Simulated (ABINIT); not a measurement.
Crystal: ZnO (zincite).

```
Zn O
1.0
     3.24931    0.00000    0.00000
    -1.62465    2.81398    0.00000
     0.00000    0.00000    5.20571
Zn O
2 2
Direct
  0.66667 0.33333 0.00000
  0.33333 0.66667 0.50000
  0.33333 0.66667 0.87901
  0.66667 0.33333 0.37901
```

- Program: ABINIT 10.8.3 (patched build)
- Task: relaxation of cell and atoms
- Functional: LDA-VWN
- Potentials or basis: JTH PAW LDA v2.0
- Cutoff: 626 eV
- k mesh: 9 × 9 × 5
- Occupations: fermi-dirac, width 0.05 eV
- Spin: no spin polarisation

At the start: pressure -7.5 GPa; volume 11.90 Å³/atom.

**Question.** How do energy, volume and symmetry change on relaxing?

**Answer.** Over 11 steps the energy falls by 15.3 meV/atom and the volume is 11.29 Å³/atom (-5.1 %); space group P6_3mc (No. 186, to 0.05 Å).

Step by step:
```csv
step,energy change (eV),largest force (eV/Å),pressure (GPa),volume (Å³)
1,0.0000,0.0521,-7.55,47.60
2,-0.0415,0.0368,-4.42,46.51
3,-0.0608,0.0035,0.41,45.07
4,-0.0610,0.0047,0.01,45.18
5,-0.0610,0.0082,-0.02,45.19
6,-0.0610,0.0175,-0.03,45.19
7,-0.0610,0.0180,-0.02,45.19
8,-0.0611,0.0127,0.01,45.18
9,-0.0611,0.0055,0.01,45.18
10,-0.0611,0.0003,0.01,45.18
11,-0.0611,0.0001,0.00,45.18
```

Final structure:
```
Zn O
1.0
     3.18355    0.00000    0.00000
    -1.59178    2.75704    0.00000
     0.00000    0.00000    5.14740
Zn O
2 2
Direct
  0.66667 0.33333 0.00031
  0.33333 0.66667 0.50031
  0.33333 0.66667 0.87870
  0.66667 0.33333 0.37870
```

Caveat: the atomic spheres overlap.
